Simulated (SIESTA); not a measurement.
CuAu:

```
Au Cu
1.0
     2.81075    0.00000    0.00000
     0.00000    2.81075    0.00000
     0.00000    0.00000    3.68500
Au Cu
1 1
Direct
  0.00000 0.00000 0.00000
  0.50000 0.50000 0.50000
```

Program: SIESTA 5.4.2. Alike in all runs: task single point; no spin polarisation; cell as given; k mesh 9 × 9 × 7; smearing fermi-dirac 0.05 eV; grid cutoff 800 Ry; energy shift 0.003 Ry.

Order these runs on this cell by their pressure, lowest first.
A. level BLYP; potentials or basis PseudoDojo 0.4 standard (PBE files), DZP (energy shift 0.003 Ry; two zetas on semicore shells)
B. level LDA; potentials or basis PseudoDojo 0.4 standard (LDA files), DZP (energy shift 0.003 Ry; two zetas on semicore shells)
C. level PW91; potentials or basis PseudoDojo 0.4 standard (PBE files), DZP (energy shift 0.003 Ry; two zetas on semicore shells)
D. level PBEsol; potentials or basis PseudoDojo 0.4 standard (PBEsol files), DZP (energy shift 0.003 Ry; two zetas on semicore shells)
E. level revPBE; potentials or basis PseudoDojo 0.4 standard (PBE files), DZP (energy shift 0.003 Ry; two zetas on semicore shells)

B (-8.9 GPa), D (-3.5 GPa), C (5.0 GPa), E (8.4 GPa), A (13.9 GPa).

Caveats: short orbitals over semicore shells can move pressures by several GPa; the basis of atomic orbitals isn't converged, which shifts pressures, moduli and gaps; the potentials were made for another functional, which shifts forces and pressure (some runs).
